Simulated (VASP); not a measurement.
# GaN in VASP: how settings move the r2SCAN single point

The r2SCAN single point of GaN built on the zincblende prototype is repeated with altered inputs. Which of them can be trusted?

Code: VASP 6.6.1. PAW datasets, plane waves. Spin-unpolarised throughout; all numbers are computed.

### Step 1. Starting point

The cell comes from an earlier relaxation with r2SCAN in another program.

It is cubic, F-43m (No. 216); conventional cell a = 4.498 Å, 11.37 Å³ an atom. Ga has 4 N at 1.95 Å; N has 4 Ga at 1.95 Å.

Structure file:

```cif
data_structure
_symmetry_space_group_name_H-M 'P 1'
_symmetry_Int_Tables_number 1
_cell_length_a 3.1805
_cell_length_b 3.1805
_cell_length_c 3.1805
_cell_angle_alpha 60.000
_cell_angle_beta 60.000
_cell_angle_gamma 60.000
_cell_volume 22.75
loop_
_atom_site_label
_atom_site_type_symbol
_atom_site_fract_x
_atom_site_fract_y
_atom_site_fract_z
_atom_site_occupancy
Ga1 Ga 0.00000 0.00000 0.00000 1
N1 N 0.25000 0.25000 0.25000 1
```

### Step 2. Baseline

INCAR

```
ENCUT = 520.000000
SIGMA = 0.010000
EDIFF = 1.00e-07
ALGO = Normal
METAGGA = R2SCAN
PREC = Accurate
IBRION = -1
ISIF = 2
ISMEAR = 0
NBANDS = 16
NELM = 120
NSW = 0
LASPH = .TRUE.
LCHARG = .TRUE.
LELF = .TRUE.
LWAVE = .FALSE.
LREAL = .FALSE.
```

KPOINTS

```
KPOINTS created by Atomic Simulation Environment
0
Gamma
10 10 10
0 0 0
```

POSCAR

```
Ga N
 1.0000000000000000
     0.0000000000000000    2.2489525410988409    2.2489525410988409
     2.2489525410988409    0.0000000000000000    2.2489525410988409
     2.2489525410988409    2.2489525410988409    0.0000000000000000
 Ga  N
   1   1
Cartesian
  0.0000000000000000 -0.0000000000000000  0.0000000000000000
  1.1244762705494205  1.1244762705494205  1.1244762705494205
```

A file KPOINTS_OPT adds named points for the levels; it doesn't enter the self-consistent loop.

Potentials: the recommended PBE PAW datasets, 18 valence electrons.

Started as:

```
$ mpirun -np 1 vasp_std
```

The closing lines of the self-consistent loop in OSZICAR:

```text
DAV:  15    -0.218963607237E+02    0.15342E-04   -0.33592E-05  2264   0.102E-01    0.244E-02
DAV:  16    -0.218963568656E+02    0.38580E-05   -0.83431E-06  2144   0.364E-02    0.152E-02
DAV:  17    -0.218963568392E+02    0.26424E-07   -0.63184E-07  2104   0.149E-02
   1 F= -.21896357E+02 E0= -.21896357E+02  d E =-.344071-125
```

Run time: 68 s. Hardware: 1 MPI rank of Intel Xeon Platinum 8488C, shared host; peak memory 0.16 GiB.

It gives: energy (σ→0) -21.8964 eV, pressure 1.22 GPa, gap on the mesh 2.16 eV.

### Step 3. Try 1

INCAR

```
ENCUT = 520.000000
SIGMA = 0.010000
EDIFF = 1.00e-07
METAGGA = R2SCAN
PREC = Accurate
IBRION = -1
ISIF = 2
ISMEAR = 0
NBANDS = 16
NSW = 0
LASPH = .TRUE.
LCHARG = .FALSE.
LWAVE = .FALSE.
LREAL = .TRUE.
ALGO = Fast
NELM = 66
```

KPOINTS is that of step 2.

POSCAR is that of step 2.

Started as:

```
$ mpirun -np 1 vasp_std
```

Printed to the terminal (iteration lines stand in OSZICAR):

```text
POSCAR found type information on POSCAR GaN
 POSCAR found :  2 types and       2 ions
 -----------------------------------------------------------------------------
|                                                                             |
|                                                                             |
|     You have a (more or less) 'small supercell' and for smaller cells       |
|     it is recommended to use the reciprocal-space projection scheme!        |
|     The real-space optimization is not efficient for small cells and it     |
|     is also less accurate ...                                               |
|     Therefore, set LREAL=.FALSE. in the INCAR file.                         |
|                                                                             |
 -----------------------------------------------------------------------------

 -----------------------------------------------------------------------------
|                                                                             |
|           W    W    AA    RRRRR   N    N  II  N    N   GGGG   !!!           |
|           W    W   A  A   R    R  NN   N  II  NN   N  G    G  !!!           |
|           W    W  A    A  R    R  N N  N  II  N N  N  G       !!!           |
[... 6 lines left out ...]
|     a calculation using the real-space projection scheme together with      |
|     non-local projectors which were not real-space optimized (according     |
|     to the plane-wave cutoff used in this calculation) might give more      |
|     or less inaccurate results. I hope you know what you are doing.         |
|                                                                             |
 -----------------------------------------------------------------------------

 -----------------------------------------------------------------------------
|                                                                             |
|                                                                             |
|     You enforced a specific xc type in the INCAR file but a different       |
|     I HOPE YOU KNOW WHAT YOU ARE DOING!                                     |
|                                                                             |
 -----------------------------------------------------------------------------

 LDA part: xc-table for (None), standard interpolation
 POSCAR, INCAR and KPOINTS ok, starting setup
 FFT: planning ... GRIDC
 FFT: planning ... GRID_SOFT
 FFT: planning ... GRID
 WAVECAR not read
 entering main loop
 num prob  num prob RMM:  15    -0.218413872416E+02    0.30571E-06   -0.39405E-07  1566   0.653E-03    0.261E-04
WARNING in EDDRMM: call to ZHEGV failed, returncode =   8  4     13
 num prob RMM:  16    -0.218413873436E+02   -0.10203E-06   -0.87425E-08  1226   0.376E-03    0.235E-04
 num prob RMM:  18    -0.218413872281E+02    0.96134E-08   -0.12300E-08  1023   0.146E-03
```

OSZICAR:

```text
N       E                     dE             d eps       ncg     rms          rms(c)
DAV:   1     0.724406558745E+02    0.72441E+02   -0.94190E+03  1632   0.207E+03
DAV:   2    -0.207037967861E+02   -0.93144E+02   -0.87331E+02  1720   0.337E+02
DAV:   3    -0.266827834776E+02   -0.59790E+01   -0.59545E+01  1688   0.729E+01
DAV:   4    -0.267576268044E+02   -0.74843E-01   -0.74831E-01  1944   0.861E+00
DAV:   5    -0.267586352120E+02   -0.10084E-02   -0.10084E-02  1760   0.907E-01    0.721E+00
RMM:   6    -0.217574050509E+02    0.50012E+01   -0.20937E+00  2194   0.128E+01    0.244E+00
RMM:   7    -0.218297894786E+02   -0.72384E-01   -0.38559E-01  2139   0.514E+00    0.173E+00
RMM:   8    -0.218404370752E+02   -0.10648E-01   -0.35846E-02  2190   0.237E+00    0.436E-01
RMM:   9    -0.218413856808E+02   -0.94861E-03   -0.11278E-02  2436   0.107E+00    0.562E-02
RMM:  10    -0.218413729258E+02    0.12755E-04   -0.12720E-03  2353   0.403E-01    0.436E-02
RMM:  11    -0.218413959642E+02   -0.23038E-04   -0.27492E-04  2408   0.167E-01    0.212E-02
RMM:  12    -0.218413856142E+02    0.10350E-04   -0.46285E-05  2400   0.753E-02    0.359E-03
RMM:  13    -0.218413866437E+02   -0.10295E-05   -0.12175E-05  2448   0.302E-02    0.474E-03
RMM:  14    -0.218413875473E+02   -0.90360E-06   -0.19535E-06  2306   0.150E-02    0.402E-04
RMM:  15    -0.218413872416E+02    0.30571E-06   -0.39405E-07  1566   0.653E-03    0.261E-04
RMM:  16    -0.218413873436E+02   -0.10203E-06   -0.87425E-08  1226   0.376E-03    0.235E-04
RMM:  17    -0.218413872377E+02    0.10594E-06   -0.29318E-08  1107   0.203E-03    0.767E-05
RMM:  18    -0.218413872281E+02    0.96134E-08   -0.12300E-08  1023   0.146E-03
   1 F= -.21841387E+02 E0= -.21841387E+02  d E =-.208837E-11
```

From OUTCAR:

```text
k-points           NKPTS =     47   k-points in BZ     NKDIM =     47   number of bands    NBANDS=     16

   NELECT =      18.0000    total number of electrons

   dimension x,y,z NGX =    24 NGY =   24 NGZ =   24
   dimension x,y,z NGXF=    48 NGYF=   48 NGZF=   48

  energy-cutoff  :      520.00
  volume of cell :       22.75
      direct lattice vectors                 reciprocal lattice vectors
     0.000000000  2.248952541  2.248952541    -0.222325723  0.222325723  0.222325723
     2.248952541  0.000000000  2.248952541     0.222325723 -0.222325723  0.222325723
     2.248952541  2.248952541  0.000000000     0.222325723  0.222325723 -0.222325723

 k-points in reciprocal lattice and weights: KPOINTS created by Atomic Simulation Env
   0.00000000  0.00000000  0.00000000       0.001
   0.10000000  0.00000000  0.00000000       0.008
   0.20000000  0.00000000  0.00000000       0.008
   0.30000000  0.00000000  0.00000000       0.008
   0.40000000  0.00000000  0.00000000       0.008
   0.50000000  0.00000000  0.00000000       0.004
   0.10000000  0.10000000  0.00000000       0.006
   0.20000000  0.10000000  0.00000000       0.024
[... 39 more k-points ...]

 E-fermi :   5.1239

 k-point     1 :       0.0000    0.0000    0.0000
  band No.  band energies     occupation
      1     -11.6850      2.00000
      2      -8.7519      2.00000
      3      -8.7519      2.00000
      4      -8.7518      2.00000
      5      -8.3947      2.00000
      6      -8.3947      2.00000
      7       5.0841      2.00000
      8       5.0841      2.00000
      9       5.0841      2.00000
     10       7.2540      0.00000
     11      16.1288      0.00000
     12      16.1290      0.00000
     13      16.1290      0.00000
     14      23.7230      0.00000
     15      24.8579      0.00000
     16      24.8582      0.00000

 k-point     2 :       0.1000    0.0000    0.0000
  band No.  band energies     occupation
      1     -11.5729      2.00000
      2      -8.7374      2.00000
      3      -8.7374      2.00000
      4      -8.7117      2.00000
      5      -8.3959      2.00000
      6      -8.3959      2.00000
      7       3.9948      2.00000
      8       4.9739      2.00000
      9       4.9739      2.00000
     10       8.1011      0.00000
     11      15.6277      0.00000
     12      16.3006      0.00000
     13      16.3007      0.00000
     14      23.4349      0.00000
     15      23.4349      0.00000
     16      23.5491      0.00000

 k-point     3 :       0.2000    0.0000    0.0000
  band No.  band energies     occupation
      1     -11.2860      2.00000
      2      -8.7034      2.00000
      3      -8.7034      2.00000
      4      -8.5501      2.00000
      5      -8.3947      2.00000
      6      -8.3947      2.00000
      7       2.1230      2.00000
      8       4.7025      2.00000
      9       4.7025      2.00000
     10       9.2392      0.00000
     11      14.8418      0.00000
     12      16.5671      0.00000
     13      16.5672      0.00000
     14      22.3833      0.00000
     15      22.6447      0.00000
     16      22.6447      0.00000

[... the tables of k-points 4 to 47 left out ...]

  Total        0.5525581      0.5525581      0.5525581      0.0000000      0.0000000      0.0000000
  in kB       38.9150590     38.9150590     38.9150590      0.0000000      0.0000000      0.0000000
  external PRESSURE =      38.9150590 kB  Pullay stress =       0.0000000 kB

 POSITION                                       TOTAL-FORCE (eV/Angst)
 -----------------------------------------------------------------------------------
      0.00000      0.00000      0.00000         0.000000      0.000000      0.000000
      1.12448      1.12448      1.12448        -0.000000     -0.000000     -0.000000
 -----------------------------------------------------------------------------------
    total drift:                                0.000008      0.000008      0.000008

  FREE ENERGIE OF THE ION-ELECTRON SYSTEM (eV)
  ---------------------------------------------------
  free  energy   TOTEN  =       -21.8413872281 eV

  energy  without entropy=      -21.8413872281  energy(sigma->0) =      -21.84138723
```

It took 90 s on 1 MPI rank of Intel Xeon Platinum 8488C, shared host; peak memory 0.15 GiB.

Changed: LREAL = .TRUE., ALGO = Fast, NELM = 66. The run ends normally. Against the reference the energy moves by +27.5 meV/atom; the pressure goes from 1.2 to 3.9 GPa. These settings are too coarse to quote the result as the crystal's.

### Step 4. Try 2

INCAR

```
ENCUT = 520.000000
SIGMA = 0.010000
EDIFF = 1.00e-07
ALGO = Normal
PREC = Accurate
IBRION = -1
ISIF = 2
ISMEAR = 0
NSW = 0
LASPH = .TRUE.
LCHARG = .FALSE.
LWAVE = .FALSE.
LREAL = .FALSE.
ISYM = 0
NBANDS = 33
METAGGA = SCAN
NELM = 67
```

KPOINTS

```
KPOINTS created by Atomic Simulation Environment
0
Gamma
4 4 4
0 0 0
```

POSCAR is that of step 2.

Started as:

```
$ mpirun -np 1 vasp_std
```

Standard output, without the iteration lines:

```text
POSCAR found type information on POSCAR GaN
 POSCAR found :  2 types and       2 ions
 -----------------------------------------------------------------------------
|                                                                             |
|                                                                             |
|     You enforced a specific xc type in the INCAR file but a different       |
|     I HOPE YOU KNOW WHAT YOU ARE DOING!                                     |
|                                                                             |
 -----------------------------------------------------------------------------

 LDA part: xc-table for (None), standard interpolation
 POSCAR, INCAR and KPOINTS ok, starting setup
 FFT: planning ... GRIDC
 FFT: planning ... GRID_SOFT
 FFT: planning ... GRID
 WAVECAR not read
 entering main loop
```

OSZICAR:

```text
N       E                     dE             d eps       ncg     rms          rms(c)
DAV:   1     0.111893130064E+03    0.11189E+03   -0.70499E+03  3188   0.993E+02
DAV:   2    -0.193483485497E+02   -0.13124E+03   -0.11523E+03  2464   0.278E+02
DAV:   3    -0.316642045314E+02   -0.12316E+02   -0.12153E+02  2856   0.571E+01
DAV:   4    -0.318192986802E+02   -0.15509E+00   -0.15503E+00  2772   0.656E+00
DAV:   5    -0.318198921004E+02   -0.59342E-03   -0.59339E-03  2773   0.396E-01    0.722E+00
DAV:   6    -0.266931882884E+02    0.51267E+01   -0.17468E+00  3138   0.209E+01    0.247E+00
DAV:   7    -0.267939882068E+02   -0.10080E+00   -0.18146E-01  2685   0.336E+00    0.177E+00
DAV:   8    -0.268238910850E+02   -0.29903E-01   -0.30604E-02  2888   0.181E+00    0.188E-01
DAV:   9    -0.268234593479E+02    0.43174E-03   -0.34030E-03  2951   0.119E+00    0.798E-02
DAV:  10    -0.268237289350E+02   -0.26959E-03   -0.38232E-04  2835   0.112E-01    0.614E-02
DAV:  11    -0.268236849878E+02    0.43947E-04   -0.89058E-06  2872   0.406E-02    0.414E-03
DAV:  12    -0.268236900037E+02   -0.50158E-05   -0.12539E-06  3149   0.197E-02    0.972E-04
DAV:  13    -0.268236902637E+02   -0.26003E-06   -0.14150E-07  2796   0.208E-03    0.195E-04
DAV:  14    -0.268236902866E+02   -0.22957E-07   -0.25891E-09  1779   0.339E-04
   1 F= -.26823690E+02 E0= -.26823690E+02  d E =-.112030E-79
```

Parts of OUTCAR:

```text
k-points           NKPTS =     36   k-points in BZ     NKDIM =     36   number of bands    NBANDS=     33

   NELECT =      18.0000    total number of electrons

   dimension x,y,z NGX =    24 NGY =   24 NGZ =   24
   dimension x,y,z NGXF=    48 NGYF=   48 NGZF=   48

  energy-cutoff  :      520.00
  volume of cell :       22.75
      direct lattice vectors                 reciprocal lattice vectors
     0.000000000  2.248952541  2.248952541    -0.222325723  0.222325723  0.222325723
     2.248952541  0.000000000  2.248952541     0.222325723 -0.222325723  0.222325723
     2.248952541  2.248952541  0.000000000     0.222325723  0.222325723 -0.222325723

 k-points in reciprocal lattice and weights: KPOINTS created by Atomic Simulation Env
   0.00000000  0.00000000  0.00000000       0.016
   0.25000000  0.00000000  0.00000000       0.031
   0.00000000  0.25000000  0.00000000       0.031
   0.00000000  0.00000000  0.25000000       0.031
   0.25000000  0.25000000  0.25000000       0.031
   0.50000000  0.00000000  0.00000000       0.016
   0.00000000  0.50000000  0.00000000       0.016
   0.00000000  0.00000000  0.50000000       0.016
[... 28 more k-points ...]

 E-fermi :   5.2274

 k-point     1 :       0.0000    0.0000    0.0000
  band No.  band energies     occupation
      1     -11.7344      2.00000
      2      -8.7800      2.00000
      3      -8.7800      2.00000
      4      -8.7800      2.00000
      5      -8.4253      2.00000
      6      -8.4253      2.00000
      7       5.0947      2.00000
      8       5.0947      2.00000
      9       5.0948      2.00000
     10       7.1366      0.00000
     11      16.0232      0.00000
     12      16.0236      0.00000
     13      16.0238      0.00000
     14      23.6088      0.00000
     15      24.7946      0.00000
     16      24.7946      0.00000
     17      24.7947      0.00000
     18      25.7725      0.00000
     19      25.7726      0.00000
     20      28.7196      0.00000
     21      39.8090      0.00000
     22      39.8092      0.00000
     23      39.8093      0.00000
     24      51.7912      0.00000
     25      51.7912      0.00000
     26      51.7918      0.00000
     27      54.7874      0.00000
     28      54.7876      0.00000
     29      54.7876      0.00000
     30      55.8207      0.00000
     31      55.8208      0.00000
     32      61.1483      0.00000
     33      65.5401      0.00000

[... the tables of k-points 2 to 36 left out ...]

  Total        0.0087844      0.0088691      0.0088049     -0.0000143      0.0004750     -0.0000156
  in kB        0.6186595      0.6246274      0.6201062     -0.0010049      0.0334508     -0.0010982
  external PRESSURE =       0.6211310 kB  Pullay stress =       0.0000000 kB

 POSITION                                       TOTAL-FORCE (eV/Angst)
 -----------------------------------------------------------------------------------
      0.00000      0.00000      0.00000        -0.000135      0.000490      0.000491
      1.12448      1.12448      1.12448         0.000135     -0.000490     -0.000491
 -----------------------------------------------------------------------------------
    total drift:                                0.000297      0.000284      0.000283

  FREE ENERGIE OF THE ION-ELECTRON SYSTEM (eV)
  ---------------------------------------------------
  free  energy   TOTEN  =       -26.8236902866 eV

  energy  without entropy=      -26.8236902866  energy(sigma->0) =      -26.82369029
```

It took 60 s on 1 MPI rank of Intel Xeon Platinum 8488C, shared host; peak memory 0.15 GiB.

Changed: ISYM = 0, NBANDS = 33, METAGGA = SCAN, NELM = 67, mesh 4×4×4. VASP runs to the end. Its total energy is on another scale than the reference's; the pressure goes from 1.2 to 0.1 GPa, the gap on the mesh goes from 2.16 to 2.04 eV. The functional is now SCAN, on datasets made with PBE. These settings are too coarse to quote the result as the crystal's.

### Step 5. Comparison

| run | changed | ending | energy change (meV/atom) | pressure (GPa) | gap on the mesh (eV; negative: overlap) | electronic steps | time | usable |
| --- | --- | --- | --- | --- | --- | --- | --- | --- |
| ref. | – | converged | 0 | 1.2 | 2.16 | 17 | 68 s | yes |
| 1 | LREAL = .TRUE., ALGO = Fast, NELM = 66 | converged | 27.5 | 3.9 | 2.17 | 18 | 90 s | no |
| 2 | ISYM = 0, NBANDS = 33, METAGGA = SCAN, NELM = 67, mesh 4×4×4 | converged | – | 0.1 | 2.04 | 14 | 60 s | no |

**Reading.** Of 2 altered inputs, 2 ended normally on a faulty or unsound input.
